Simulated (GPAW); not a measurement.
Crystal: AlAu.

```
Au Al
1.0
     3.22394    0.00000    0.00000
     0.00000    3.22394    0.00000
     0.00000    0.00000    3.22394
Au Al
1 1
Direct
  0.50000 0.50000 0.50000
  0.00000 0.00000 0.00000
```

The cell comes from a database or a generator and needn't be the stable form of this composition.

```yaml
Program: GPAW 26.7.0
Task: relaxation of cell and atoms
Functional: PBEsol
Potentials_or_basis: PAW data sets generated in the run's folder for this functional
Cutoff: 600 eV
Basis: pw
k_mesh: 8 × 8 × 8
Occupations: fermi-dirac, width 0.05 eV
Spin: no spin polarisation
```

At the start: pressure -4.5 GPa; volume 16.75 Å³/atom.

Task: How do energy, volume and symmetry change on relaxing?

Result: Over 4 steps the energy falls by 9.3 meV/atom and the volume is 16.11 Å³/atom (-3.9 %); space group Pm-3m (No. 221, to 0.05 Å).

Step by step:
| step | energy change (eV) | largest force (eV/Å) | pressure (GPa) | volume (Å³) |
| --- | --- | --- | --- | --- |
| 1 | 0.0000 | 0.0000 | -4.54 | 33.51 |
| 2 | -0.0085 | 0.0000 | -3.46 | 33.17 |
| 3 | -0.0186 | 0.0000 | 0.25 | 32.15 |
| 4 | -0.0187 | 0.0000 | -0.01 | 32.21 |

Final structure:
```
CELL_PARAMETERS angstrom
3.18185 0.00000 0.00000
0.00000 3.18185 0.00000
0.00000 0.00000 3.18185
ATOMIC_POSITIONS crystal
Au 0.50000 0.50000 0.50000
Al 0.00000 0.00000 0.00000
```

Caveat: with this Au data set, volumes or pressures lay over 1.5 % or 2 GPa off other programs in two to four cells of ten; later steps reuse the first step's grids.
